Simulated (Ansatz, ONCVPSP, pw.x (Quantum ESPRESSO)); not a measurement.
## tantalum: does the ONCV potential hold in the solid?

Ta, optimised norm-conserving Vanderbilt (ONCV), made with ONCVPSP 4.0.1.1 (patched build) (PBE, scalar-relativistic). Core [Kr] 4d10 4f14, reference 5s2 5p6 5d3 6s1.5 6p0.5. Waves: 5s+6s: rc 1.80 bohr, ncon 5, nbas 9, qcut 6.8 1/bohr, 2 projectors; 5p+6p: rc 2.10 bohr, ncon 4, nbas 8, qcut 7 1/bohr, 3 projectors, debl 0.8 Ha; 5d: rc 2.55 bohr, ncon 4, nbas 9, qcut 7.3 1/bohr, 2 projectors, debl 1.7 Ha. Local part: polynomial inside 1.15 bohr (lpopt 3, dvloc0 -1 Ha). Core correction: Teter function, fcfact 2.75, rcfact 1.8.

Atomic tests: cutoffs needed: 19 Ha and 22 Ha (the cutoffs (Ha) at which the residual kinetic energy of the hardest occupied pseudo-wave falls to 1 and 0.1 mHa per electron); ghost test: no bound ghost flagged; GHOST(+) flagged for s at 169.5 eV; largest excitation error: -38 meV (all-electron minus pseudo) for 5s2 5p6 5d3 6s0 6p0, out of 4 test configurations.

Crystal test: sc Ta in pw.x 7.5, no spin, 12³ k-points, Fermi–Dirac smearing 0.01 Ry, cutoffs 55/220 Ry. The lattice is a test structure that the element need not adopt, and mesh and smearing are coarse.

pw.x input:

```
&control
  calculation='scf', prefix='x', pseudo_dir='./', outdir='./tmp', tstress=.true., disk_io='none'
/
&system
  ibrav=0, nat=1, ntyp=1, ecutwfc=55, ecutrho=220, nbnd=14,
  occupations='smearing', smearing='fd', degauss=0.01
/
&electrons
  conv_thr=1e-09, mixing_beta=0.4, electron_maxstep=70
/
ATOMIC_SPECIES
Ta 1.0 Ta.UPF
CELL_PARAMETERS angstrom
  2.73132247 0.00000000 0.00000000
  0.00000000 2.73132247 0.00000000
  0.00000000 0.00000000 2.73132247
ATOMIC_POSITIONS crystal
Ta 0.0000 0.0000 0.0000
K_POINTS automatic
12 12 12 0 0 0
```

```bash
pw.x < Ta.scf.in > Ta.scf.out
```

How does the run end?

It converges; the pressure is 0.43 GPa against 1.79 GPa from all-electron LAPW.  The log shows:

```
     charge density cutoff     =     220.0000  Ry
     scf convergence threshold =      1.0E-09
     Exchange-correlation= PBE
     number of k points=    84  Fermi-Dirac smearing, width (Ry)=  0.0100
     iteration #  1     ecut=    55.00 Ry     beta= 0.40
     total energy              =    -131.68336460 Ry
     estimated scf accuracy    <       0.02451184 Ry
     iteration #  2     ecut=    55.00 Ry     beta= 0.40
     total energy              =    -131.68395212 Ry
     estimated scf accuracy    <       0.00451889 Ry
     iteration #  3     ecut=    55.00 Ry     beta= 0.40
     total energy              =    -131.68434072 Ry
     estimated scf accuracy    <       0.00043869 Ry
     iteration #  4     ecut=    55.00 Ry     beta= 0.40
     total energy              =    -131.68435970 Ry
     estimated scf accuracy    <       0.00000251 Ry
     iteration #  5     ecut=    55.00 Ry     beta= 0.40
     total energy              =    -131.68436120 Ry
     estimated scf accuracy    <       0.00000038 Ry
     iteration #  6     ecut=    55.00 Ry     beta= 0.40
     total energy              =    -131.68436125 Ry
     estimated scf accuracy    <       0.00000002 Ry
     iteration #  7     ecut=    55.00 Ry     beta= 0.40
     total energy              =    -131.68436126 Ry
     estimated scf accuracy    <          1.3E-09 Ry
     iteration #  8     ecut=    55.00 Ry     beta= 0.40
     the Fermi energy is    15.9461 ev
!    total energy              =    -131.68436126 Ry
     estimated scf accuracy    <          9.2E-12 Ry
     smearing contrib. (-TS)   =      -0.00378690 Ry
     The total energy is F=E-TS. E is the sum of the following terms:
     one-electron contribution =     -25.20117880 Ry
     hartree contribution      =      18.06909034 Ry
     xc contribution           =     -31.64762629 Ry
     ewald contribution        =     -92.90085961 Ry
     convergence has been achieved in   8 iterations
          total   stress  (Ry/bohr**3)                   (kbar)     P=        4.27
     Message from routine punch:
     Nothing written, as per user request (disk_io='none')
```
